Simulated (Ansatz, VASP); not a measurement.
**Ti: VASP beside Ansatz**

The input INCAR:

```
SYSTEM = Ti
PREC = Accurate
ENCUT = 520
EDIFF = 1E-6
ISMEAR = 0
SIGMA = 0.15
LREAL = .FALSE.
LASPH = .TRUE.
NELM = 60
ALGO = Fast
ISIF = 2
LWAVE = .FALSE.
LCHARG = .FALSE.
NBANDS = 12
```

KPOINTS

```
Automatic mesh
0
G
  22 22 22
  0 0 0
```

File POSCAR:

```
Ti
1.0
   -1.6145276289      1.6145276289      1.6952540104
    1.6145276289     -1.6145276289      1.6952540104
    1.6145276289      1.6145276289     -1.6952540104
Ti
1
Direct
    0.0000000000      0.0000000000      0.0000000000
```

Input for Ansatz:

```yaml
crystal:
  lattice:
    - [-1.6145276289, 1.6145276289, 1.6952540104]
    - [1.6145276289, -1.6145276289, 1.6952540104]
    - [1.6145276289, 1.6145276289, -1.6952540104]
  atoms:
    - { symbol: Ti, position: [0.0, 0.0, 0.0] }
basis:
  ecutwfc: 420
kpoints:
  mp_grid: { grid: [22, 22, 22] }
hamiltonian:
  xc: lda
scf:
  occupations: { method: gaussian, width: 0.15 }
output:
  forces: true
  stress: true
  eigenvalues: true
```

Alike in both runs: task single point; functional LDA; k mesh 22 × 22 × 22; occupations gaussian, width 0.15 eV; no spin polarisation.

|  | VASP | Ansatz |
| --- | --- | --- |
| version | VASP 6.6.1 | Ansatz 0.2.0 |
| potentials or method | VASP PAW LDA potentials, release 64 (Ti_sv) | scalar-relativistic, plane waves, PAW |
| plane-wave cutoff (eV) | 520 | 420 |
| valence electrons in the cell | 12 | 12 |

```tsv
	VASP	Ansatz	Ansatz less VASP
gap on the k mesh at the Fermi level (eV)	none	none	-
pressure (GPa)	-10.8	-10.7	+0.09
largest component of the traceless stress (GPa)	0.58	0.59	+0.009
```

A gap of «none» marks a metal or a gap that the smearing closes.
